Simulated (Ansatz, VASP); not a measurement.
# One calculation of BAs, two programs

```
CELL_PARAMETERS angstrom
0.00000 2.38381 2.38381
2.38381 0.00000 2.38381
2.38381 2.38381 0.00000
ATOMIC_POSITIONS crystal
B 0.00000 0.00000 0.00000
As 0.25000 0.25000 0.25000
```

Alike in both runs: functional PBEsol; k mesh 8 × 8 × 8; occupations gaussian, width 0.02 eV; no spin polarisation.

Ansatz relaxed the structure, and its values are those at the end. VASP's run is a single point on that final structure, the one shown.

```csv
,VASP,Ansatz
version,VASP 6.6.1,Ansatz 0.2.0
potentials or method,"VASP PAW PBE potentials, release 64 (B, As)","scalar-relativistic, plane waves, PAW"
plane-wave cutoff (eV),520,600
valence electrons in the cell,8,18
```

|  | VASP | Ansatz | Ansatz less VASP |
| --- | --- | --- | --- |
| gap on the k mesh at the Fermi level (eV) | 1.09 | 1.10 | +0.009 |
| least direct gap on the mesh (eV) | 3.25 | 3.25 | +0.003 |
| pressure (GPa) | 0.9 | 0.0 | -0.90 |

The two sets of potentials don't hold the same shells in valence. Ansatz warned: «pseudo_functional_mismatch».

Caveats: the PAW data sets were made with another functional, which shifts forces and pressure a little (VASP). A k mesh can miss the band edges.
